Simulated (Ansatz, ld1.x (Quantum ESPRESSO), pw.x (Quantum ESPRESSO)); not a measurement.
**What a changed setting does to a pw.x run (sc H)**

Potential: norm-conserving RRKJ (Kleinman–Bylander form), ld1.x (Quantum ESPRESSO) 7.5, PBE; core none, reference 1s1; waves: 1s (bound): rc 1.15 bohr; 2p channel at 0.2 Ry: rc 1.05 bohr; local part: all-electron potential smoothed inside 1.00 bohr (lloc = -2); core correction: none; rho0 0.01.

The reference run (k-mesh 18³, cutoffs 145/580 Ry, Fermi–Dirac 0.01 Ry, mixing_beta 0.4, conv_thr 1e-9, no spin) gives 1.44 GPa at 3.057 Å³/atom, where all-electron LAPW gives 1.13 GPa. This run, with its own iteration cap, changes nosym to true.

```
&control
  calculation='scf', prefix='x', pseudo_dir='./', outdir='./tmp', tstress=.true., disk_io='none'
/
&system
  ibrav=0, nat=1, ntyp=1, ecutwfc=145, ecutrho=580, nbnd=7,
  occupations='smearing', smearing='fd', degauss=0.01, nosym=.true.
/
&electrons
  conv_thr=1e-09, mixing_beta=0.4, electron_maxstep=50
/
ATOMIC_SPECIES
H 1.0 H.UPF
CELL_PARAMETERS angstrom
  1.45132657 0.00000000 0.00000000
  0.00000000 1.45132657 0.00000000
  0.00000000 0.00000000 1.45132657
ATOMIC_POSITIONS crystal
H 0.0000 0.0000 0.0000
K_POINTS automatic
18 18 18 0 0 0
```

```bash
pw.x < H.scf.in > H.scf.out
```

Question: How does the run end?

Answer: It converges in 5 iterations; the free energy moves by +0.0 meV/atom and the pressure by +0.00 GPa. The result is that of the reference run.

```
lattice parameter (alat)  =       2.7426  a.u.
     unit-cell volume          =      20.6297 (a.u.)^3
     number of electrons       =         1.00
     number of Kohn-Sham states=            7
     kinetic-energy cutoff     =     145.0000  Ry
     charge density cutoff     =     580.0000  Ry
     scf convergence threshold =      1.0E-09
     Exchange-correlation= PBE
     number of k points=  2920  Fermi-Dirac smearing, width (Ry)=  0.0100
     iteration #  1     ecut=   145.00 Ry     beta= 0.40
     total energy              =      -1.08176228 Ry
     estimated scf accuracy    <       0.00023131 Ry
     iteration #  2     ecut=   145.00 Ry     beta= 0.40
     total energy              =      -1.08179384 Ry
     estimated scf accuracy    <       0.00008865 Ry
     iteration #  3     ecut=   145.00 Ry     beta= 0.40
     total energy              =      -1.08179674 Ry
     estimated scf accuracy    <          8.5E-09 Ry
     iteration #  4     ecut=   145.00 Ry     beta= 0.40
     total energy              =      -1.08179674 Ry
     estimated scf accuracy    <          7.0E-09 Ry
     iteration #  5     ecut=   145.00 Ry     beta= 0.40
     the Fermi energy is     2.8499 ev
!    total energy              =      -1.08179674 Ry
     estimated scf accuracy    <          4.9E-12 Ry
     smearing contrib. (-TS)   =      -0.00047856 Ry
     The total energy is F=E-TS. E is the sum of the following terms:
     one-electron contribution =       0.60163326 Ry
     hartree contribution      =       0.02438359 Ry
     xc contribution           =      -0.67281034 Ry
     ewald contribution        =      -1.03452469 Ry
     convergence has been achieved in   5 iterations
          total   stress  (Ry/bohr**3)                   (kbar)     P=       14.41
     Message from routine punch:
     Nothing written, as per user request (disk_io='none')
```

The run took about 1.7 min on one core of a shared host (Neoverse-V1, 32 threads, 247 GiB, load 21).
